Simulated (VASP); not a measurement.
# Bi (R-3m) in VASP: a series of runs

Aim: see how the results for Bi move with the level of theory and the settings. Levels: PBE+D3(BJ), PBE. Tasks: relaxation of cell and atoms.

Everything below comes from runs of VASP 6.6.1. Logs are shortened: lines on timing, memory, paths and dates and some standing lists are left out, and cuts for length are marked.

**1. The crystal as given**

It takes space group R-3m (No. 166, trigonal). Conventional cell: a = 4.535 Å, b = 4.535 Å, c = 11.814 Å, α = 90.00°, β = 90.00°, γ = 120.00°. Around Bi (site symmetry 3m) lie 6 Bi at 3.06 to 3.52 Å.

**2. Relaxation of cell and atoms, PBE+D3(BJ)**

File INCAR:

```
SYSTEM = Bi
ALGO = Normal ; EDIFF = 1E-6
EDIFFG = -0.01 ; ENCUT = 600
GGA = PE ; IBRION = 2
ISIF = 3 ; ISMEAR = 1
IVDW = 12 ; KPAR = 2
LASPH = .TRUE. ; LCHARG = .FALSE.
LREAL = .FALSE. ; LWAVE = .FALSE.
NELM = 80 ; NSW = 90
PREC = Accurate ; SIGMA = 0.1
```

File KPOINTS:

```
k-points
0
G
  12 12 10
  0 0 0
```

File POSCAR:

```
Bi
1.0
    2.2675000000      1.3091417354      3.9380000000
   -2.2675000000      1.3091417354      3.9380000000
    0.0000000000     -2.6182834708      3.9380000000
Bi
2
Direct
    0.2340000000      0.2340000000      0.2340000000
    0.7660000000      0.7660000000      0.7660000000
```

Potentials or basis: VASP PAW PBE potentials, release 64 (Bi_d).

The run is started by

```
$ cat potpaw_PBE.64/Bi_d/POTCAR > POTCAR
$ mpirun -np 2 vasp_std > vasp.out
```

OUTCAR:

```text
SYSTEM = Bi
   EDIFF = 1E-6
   EDIFFG = -0.01
   ENCUT = 600
   GGA = PE
   IBRION = 2
   ISIF = 3
   ISMEAR = 1
   IVDW = 12
   LASPH = .TRUE.
   LREAL = .FALSE.
   NELM = 80
   NSW = 90
   PREC = Accurate
 IVDW          = 12

 ion  position               nearest neighbor table
   1  0.234  0.234  0.234-   2 3.06   2 3.06   2 3.06   2 3.52   2 3.52   2 3.52
   2  0.766  0.766  0.766-   1 3.06   1 3.06   1 3.06   1 3.52   1 3.52   1 3.52

  LATTYP: Found a trigonal (rhomboedric) cell.
 ALAT       =     4.7289800521
 COS(alpha) =     0.5401781303

  Lattice vectors:

 A1 = (   2.2675000000,   1.3091417354,   3.9380000000)
 A2 = (  -2.2675000000,   1.3091417354,   3.9380000000)
 A3 = (   0.0000000000,  -2.6182834708,   3.9380000000)

Analysis of symmetry for initial positions (statically):
=====================================================================
 Subroutine PRICEL returns:
 Original cell was already a primitive cell.

 Routine SETGRP: Setting up the symmetry group for a
 trigonal (rhombohedral) supercell.

 Subroutine GETGRP returns: Found 12 space group operations
 (whereof 12 operations were pure point group operations)
 out of a pool of 12 trial point group operations.

The static configuration has the point symmetry D_3d.

Analysis of symmetry for dynamics (positions and initial velocities):
=====================================================================
 Subroutine PRICEL returns:
 Original cell was already a primitive cell.

 Routine SETGRP: Setting up the symmetry group for a
 trigonal (rhombohedral) supercell.

 Subroutine GETGRP returns: Found 12 space group operations
 (whereof 12 operations were pure point group operations)
 out of a pool of 12 trial point group operations.

The dynamic configuration has the point symmetry D_3d.

 Subroutine INISYM returns: Found 12 space group operations
 (whereof 12 operations are pure point group operations),
 and found     1 'primitive' translations

----------------------------------------------------------------------------------------

                                     Primitive cell

  volume of cell :      70.1392

  direct lattice vectors                    reciprocal lattice vectors
     2.267500000  1.309141735  3.938000000     0.220507166  0.127309872  0.084645336
    -2.267500000  1.309141735  3.938000000    -0.220507166  0.127309872  0.084645336
     0.000000000 -2.618283471  3.938000000     0.000000000 -0.254619744  0.084645336

  length of vectors
     4.728980052  4.728980052  4.728980052     0.268320791  0.268320791  0.268320791

  position of ions in fractional coordinates (direct lattice)
     0.234000000  0.234000000  0.234000000
     0.766000000  0.766000000  0.766000000

  ion indices of the primitive-cell ions
   primitive index   ion index
                 1           1
                 2           2

----------------------------------------------------------------------------------------

 KPOINTS: k-points

Automatic generation of k-mesh.
 Grid dimensions read from file:
 generate k-points for:   12   12   10

 Generating k-lattice:

  Cartesian coordinates                     Fractional coordinates (reciprocal lattice)
     0.018375597  0.010609156  0.007053778     0.083333333 -0.000000000  0.000000000
    -0.018375597  0.010609156  0.007053778    -0.000000000  0.083333333  0.000000000
     0.000000000 -0.025461974  0.008464534     0.000000000  0.000000000  0.100000000

  Length of vectors
     0.022360066  0.022360066  0.026832079

  Shift w.r.t. Gamma in fractional coordinates (k-lattice)
     0.000000000  0.000000000  0.000000000

 -----------------------------------------------------------------------------
|                                                                             |
|           W    W    AA    RRRRR   N    N  II  N    N   GGGG   !!!           |
|           W    W   A  A   R    R  NN   N  II  NN   N  G    G  !!!           |
|           W    W  A    A  R    R  N N  N  II  N N  N  G       !!!           |
|           W WW W  AAAAAA  RRRRR   N  N N  II  N  N N  G  GGG   !            |
|           WW  WW  A    A  R   R   N   NN  II  N   NN  G    G                |
|           W    W  A    A  R    R  N    N  II  N    N   GGGG   !!!           |
|                                                                             |
|     Your reciprocal lattice and k-lattice belong to different lattice       |
|     classes:                                                                |
|                                                                             |
|        The reciprocal lattice is rhombohedral (trigonal),                   |
|        whereas your k-lattice is base-centered monoclinic.                  |
|                                                                             |
|     Results are often still useful ...                                      |
|                                                                             |
 -----------------------------------------------------------------------------

 WARNING: IBZKPT: internal override: KBLOWUP is changed to .FALSE.
      ... skipping the blow-up phase ...

 Subroutine IBZKPT returns following result:
 ===========================================

 Found    391 irreducible k-points:

 Following reciprocal coordinates:
            Coordinates               Weight
  0.000000  0.000000  0.000000      1.000000
  0.083333  0.000000  0.000000      4.000000
  0.166667  0.000000 -0.000000      4.000000
  0.250000  0.000000  0.000000      4.000000
  0.333333  0.000000 -0.000000      4.000000
  0.416667  0.000000 -0.000000      4.000000
[... 16 lines left out ...]
  0.500000  0.166667  0.000000      8.000000
 -0.416667  0.166667  0.000000      4.000000
 [... further k-points ...]
   k-points           NKPTS =    391   k-points in BZ     NKDIM =    391   number of bands    NBANDS=     19
   number of dos      NEDOS =    301   number of ions     NIONS =      2
   total plane-waves  NPLWV =  64000
   dimension x,y,z NGX =    40 NGY =   40 NGZ =   40
   dimension x,y,z NGXF=    80 NGYF=   80 NGZF=   80
   ions per type =               2
   NGX,Y,Z   is equivalent  to a cutoff of  14.06, 14.06, 14.06 a.u.
   NGXF,Y,Z  is equivalent  to a cutoff of  28.12, 28.12, 28.12 a.u.
 SYSTEM =  Bi
   PREC   = accura    normal or accurate (medium, high low for compatibility)
   ISTART =      0    job   : 0-new  1-cont  2-samecut
   ICHARG =      2    charge: 1-file 2-atom 10-const
   ISPIN  =      1    spin polarized calculation?
   LNONCOLLINEAR =      F non collinear calculations
   LSORBIT =      F    spin-orbit coupling
   LASPH  =      T    aspherical Exc in radial PAW
   ENCUT  =  600.0 eV  44.10 Ry    6.64 a.u.   9.44  9.44  9.44*2*pi/ulx,y,z
   NELM   =     80;   NELMIN=  2; NELMDL= -5     # of ELM steps
   EDIFF  = 0.1E-05   stopping-criterion for ELM
   LREAL  =      F    real-space projection
   EDIFFG = -.1E-01   stopping-criterion for IOM
   NSW    =     90    number of steps for IOM
   IBRION =      2    ionic relax: 0-MD 1-quasi-New 2-CG
   NFREE  =      1    steps in history (QN), initial steepest desc. (CG)
   ISIF   =      3    stress and relaxation
   ISYM   =      2    0-nonsym 1-usesym 2-fastsym
   POTIM  = 0.5000    time-step for ionic-motion
   TEBEG  =    0.0;   TEEND  =   0.0 temperature during run
   PSTRESS=    0.0 pullay stress
   NELECT =      30.0000    total number of electrons
   NUPDOWN=      -1.0000    fix difference up-down
   EMIN   =  10.00;   EMAX   =-10.00  energy-range for DOS
   EFERMI =   0.00;   METHOD = LEGACY
   ISMEAR =     1;   SIGMA  =   0.10  broadening in eV -4-tet -1-fermi 0-gaus
   EFERMI_NEDOS =   21; number of points for ismear=-14 and -15
   IALGO  =     38    algorithm
   IMIX   =      4    mixing-type and parameters
     AMIX     =   0.40;   BMIX     =  1.00
     AMIX_MAG =   1.60;   BMIX_MAG =  1.00
  volume/ion in A,a.u.               =      35.07       236.66
  Fermi-wavevector in a.u.,A,eV,Ry     =   1.233469  2.330919 20.700530  1.521446
  Thomas-Fermi vector in A             =   2.368198
   LORBIT       =      0    0 simple, 1 ext, 2 COOP (PROOUT), +10 PAW based schemes
   GGA     = PE    functional components
   LHFCALC =     F    Hartree Fock is set to
   AEXX    =    0.0000 exact exchange contribution
   IVDW    =    12    specifies the selected vdW correction
   LEPSILON=     F    determine dielectric tensor
   LRPA    =     F    only Hartree local field effects (RPA)
 conjugate gradient relaxation of ions
 non-spin polarized calculation
 Methfessel and Paxton  Order N= 1 SIGMA  =   0.10
  energy-cutoff  :      600.00
  volume of cell :       70.14
 maximum number of plane-waves:      2367
 NGX is ok and might be reduce to    40
   NGX = 19   NGY = 19   NGZ = 19

--------------------------------------- Ionic step        1  -------------------------------------------

 number of electron      30.0000001 magnetization

 Free energy of the ion-electron system (eV)
  ---------------------------------------------------
  ext. energy  EPLUGINS =         0.00000000
  ---------------------------------------------------
  free energy    TOTEN  =        -7.74762980 eV

  energy without entropy =       -7.74757777  energy(sigma->0) =       -7.74761245

------------------------ aborting loop because EDIFF is reached ----------------------------------------

 Edisp (eV)   -0.91035

 E8    (eV) :    -0.4524

  FORCE on cell =-STRESS in cart. coord.  units (eV):
  Direction    XX          YY          ZZ          XY          YZ          ZX
  --------------------------------------------------------------------------------------
  -------------------------------------------------------------------------------------
  Total       0.01633     0.01633     0.06181    -0.00000     0.00000     0.00000
  in kB       0.37299     0.37299     1.41188    -0.00000     0.00000     0.00000
  external pressure =        0.72 kB  Pullay stress =        0.00 kB
[... 221 lines left out ...]
  energy  without entropy=       -8.6655851794  energy(sigma->0) =       -8.66556413

--------------------------------------- Ionic step        7  -------------------------------------------

 number of electron      30.0000004 magnetization

 Free energy of the ion-electron system (eV)
  ---------------------------------------------------
  ext. energy  EPLUGINS =         0.00000000
  ---------------------------------------------------
  free energy    TOTEN  =        -7.74166020 eV

  energy without entropy =       -7.74172129  energy(sigma->0) =       -7.74168056

 E-fermi :   6.5524     XC(G=0):  -9.6275

 val. band max:        6.5483789253   @ k =   0.0833   0.0833   0.4000
 cond. band min:       6.5674905044   @ k =   0.3333   0.1667   0.2000
 fundamental gap:      0.0191115790
 Fermi energy:         6.5524494946

 k-point     1 :       0.0000    0.0000    0.0000
  band No.  band energies     occupation
      1     -16.4082      2.00000
      2     -16.4082      2.00000
      3     -16.2549      2.00000
      4     -16.2549      2.00000
      5     -16.2460      2.00000
      6     -16.0677      2.00000
[... 11 lines left out ...]
     18       9.5827      0.00000
     19      12.0307      0.00000
[... 489 lines left out ...]
      3     -16.2066      2.00000
      4     -16.1890      2.00000
      5     -16.1698      2.00000
      6     -16.1545      2.00000
[... 11 lines left out ...]
     18       9.8102      0.00000
     19      13.3860      0.00000

 [... further k-points ...]

------------------------ aborting loop because EDIFF is reached ----------------------------------------

 Edisp (eV)   -0.92431

 E8    (eV) :    -0.4592

  FORCE on cell =-STRESS in cart. coord.  units (eV):
  Direction    XX          YY          ZZ          XY          YZ          ZX
  --------------------------------------------------------------------------------------
  -------------------------------------------------------------------------------------
  Total       0.01653     0.01653    -0.00807    -0.00000     0.00000     0.00000
  in kB       0.38329     0.38329    -0.18709    -0.00000     0.00000     0.00000
  external pressure =        0.19 kB  Pullay stress =        0.00 kB
[... 17 lines left out ...]
  FREE ENERGIE OF THE ION-ELECTRON SYSTEM (eV)
  ---------------------------------------------------
  free  energy   TOTEN  =        -8.6659719872 eV

  energy  without entropy=       -8.6660330810  energy(sigma->0) =       -8.66599235

 reached required accuracy - stopping structural energy minimisation
```

Run time: 11 min. Hardware: 2 MPI ranks of Intel Xeon 6975P-C (Granite Rapids), shared host; peak memory 0.66 GiB.

Results:

```
Free energy                            : -8.6660 eV
Relaxed volume                         : 34.55 Å³/atom
Relaxed cell                           : a = 4.688 Å, b = 4.688 Å, c = 4.688 Å, α = 57.77°, β = 57.77°, γ = 57.77°
Space group after relaxing (to 0.05 Å) : R-3m (No. 166)
Energy gained by relaxing              : 4.0 meV/atom
Ionic steps                            : 7
Pressure after relaxing                : 0.0 GPa
Largest force after relaxing           : 0.006 eV/Å
Band gap on the k mesh                 : none (metal or under the smearing width)
Dispersion energy per atom             : -0.462 eV
```

Forces in eV/Å, atoms in the order of the input:
```
Bi   0.000  0.000 -0.006
Bi   0.000  0.000  0.006
```

The path:
| step | energy change (eV) | largest force (eV/Å) | pressure (GPa) | volume (Å³) |
| --- | --- | --- | --- | --- |
| 1 | 0.0000 | 0.2259 | 0.07 | 70.14 |
| 2 | -0.0037 | 0.1211 | -0.25 | 70.30 |
| 3 | -0.0049 | 0.0353 | -0.46 | 70.44 |
| 4 | -0.0071 | 0.0315 | 0.06 | 69.35 |
| 5 | -0.0071 | 0.0298 | 0.03 | 69.31 |
| 6 | -0.0076 | 0.0191 | 0.05 | 69.25 |
| 7 | -0.0080 | 0.0064 | 0.02 | 69.10 |

Final structure:
```
Bi
1.0
     2.26427    1.30728    3.89081
    -2.26427    1.30728    3.89081
     0.00000   -2.61455    3.89081
Bi
2
Direct
  0.23732 0.23732 0.23732
  0.76268 0.76268 0.76268
```

Caveat: spin-orbit coupling is left out, which moves the levels of the heavy elements; pairwise dispersion overbinds metals, which lowers pressure and volume.

(Part 1 of 2 ends here.)
